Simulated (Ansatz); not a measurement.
In AlP (zinc blende type) the Al atom of the primitive cell, with all its periodic images, is moved by 0.06 Å along [111].

```
Al P
1.0
     0.00000    2.75500    2.75500
     2.75500    0.00000    2.75500
     2.75500    2.75500    0.00000
Al P
1 1
Direct
  0.00629 0.00629 0.00629
  0.25000 0.25000 0.25000
```

Theory: Ansatz 0.2.0 development build, HSE06, plane waves, all-electron PAW datasets generated for the crystal, point nucleus.

Cutoff 250 eV; exchange singularity: Wigner-Seitz; k-mesh 4×4×4 Γ-centred; Fermi–Dirac smearing of 0.05 eV; no spin polarisation.

(1) What force results?

Answers

(1) The force on it along the displacement is -0.6665 eV/Å, a force constant of 11.11 eV/Å². A one-sided step along [111] also holds the cubic anharmonicity.

```json
{"atom": "Al1", "Fx (eV/Å)": "-0.3848", "Fy (eV/Å)": "-0.3848", "Fz (eV/Å)": "-0.3848"}
{"atom": "P2", "Fx (eV/Å)": "0.3848", "Fy (eV/Å)": "0.3848", "Fz (eV/Å)": "0.3848"}
```

The k-mesh is modest, so these values aren't fully converged in k.
